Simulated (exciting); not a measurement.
Crystal: KCl (Sylvite).

```xyz
2
Lattice="0.0000 3.1465 3.1465 3.1465 0.0000 3.1465 3.1465 3.1465 0.0000" Properties=species:S:1:pos:R:3 pbc="T T T"
K     0.0000    0.0000    0.0000
Cl    3.1465    3.1465    3.1465
```

Base run:

* Program: exciting (release sodium)
* Functional: RPBE
* Potentials or basis: all-electron LAPW+lo, shipped species files, valence relativity iora*
* rgkmax: 7.5
* k mesh: 7 × 7 × 7
* Occupations: gaussian, width 0.1 eV
* Spin: no spin polarisation

Its results: band gap on the k mesh 5.57 eV, direct.

Q: The run is repeated on the same cell with these changes: functional from RPBE to PBE; occupations from gaussian, width 0.1 eV to gaussian, width 0.02 eV. What comes out?

A: Band gap on the k mesh 5.20 eV, direct.

Caveats: an odd mesh through Γ misses points on the zone boundary, where band edges often lie.

Not every run made on this cell is shown here.
